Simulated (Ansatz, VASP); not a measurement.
## NaI in VASP and in Ansatz

File POSCAR:

```
NaI
1.0
    0.0000000000      3.2364000000      3.2364000000
    3.2364000000      0.0000000000      3.2364000000
    3.2364000000      3.2364000000      0.0000000000
Na I
1 1
Direct
    0.0000000000      0.0000000000      0.0000000000
    0.5231738969      0.5231738969      0.4768261031
```

Contents of INCAR.step1:

```
ALGO = Normal
EDIFF = 1E-4
ENCUT = 520
GGA = PE
ISMEAR = 0
LASPH = True
LCHARG = False
LREAL = False
LWAVE = True
NBANDS = 14
NELM = 100
PREC = Accurate
SIGMA = 0.05
```

The input INCAR.step2:

```
ALGO = Normal
EDIFF = 1E-6
ENCUT = 520
ISIF = 2
ISMEAR = 0
ISTART = 1
LASPH = True
LCHARG = False
LMIXTAU = True
LREAL = False
LWAVE = False
METAGGA = R2SCAN
NBANDS = 14
NELM = 100
PREC = Accurate
SIGMA = 0.05
```

The input KPOINTS:

```
k-points
0
Gamma
  6 6 6
```

Input for Ansatz:

```yaml
crystal:
  lattice:
    - [0.0, 3.2364, 3.2364]
    - [3.2364, 0.0, 3.2364]
    - [3.2364, 3.2364, 0.0]
  atoms:
    - { symbol: Na, position: [0.0, 0.0, 0.0] }
    - { symbol: I, position: [0.5231738969, 0.5231738969, 0.4768261031] }
basis:
  ecutwfc: 500
kpoints:
  mp_grid: { grid: [6, 6, 6] }
hamiltonian:
  xc: r2scan
scf:
  occupations: { method: gaussian, width: 0.05 }
output:
  forces: true
  stress: true
  eigenvalues: true
```

Change from the starting cell: all I atoms moved +0.150 Å, as atom 2 along Cartesian [0 0 1].

Alike in both runs: task single point; functional r2SCAN; k mesh 6 × 6 × 6; occupations gaussian, width 0.05 eV; no spin polarisation.

|  | VASP | Ansatz |
| --- | --- | --- |
| version | VASP 6.6.1 | Ansatz 0.2.0 |
| potentials or method | VASP PAW PBE potentials, release 64 (Na_pv, I) | scalar-relativistic, plane waves, PAW |
| plane-wave cutoff (eV) | 520 | 500 |
| valence electrons in the cell | 14 | 26 |

```tsv
	VASP	Ansatz	Ansatz less VASP
gap on the k mesh at the Fermi level (eV)	4.44	4.43	-0.009
least direct gap on the mesh (eV)	4.44	4.43	-0.009
pressure (GPa)	-0.1	0.0	+0.09
largest component of the traceless stress (GPa)	0.30	0.29	-0.003
rms of the force components (eV/Å)	0.088	0.088	+0.0001
```

Atom by atom the forces differ by 0.000 eV/Å (rms over components). The two sets of potentials don't hold the same shells in valence.

Caveats: the PAW data sets were made with another functional, which shifts forces and pressure a little (VASP); spin-orbit coupling is left out, which moves the levels of the heavy elements.
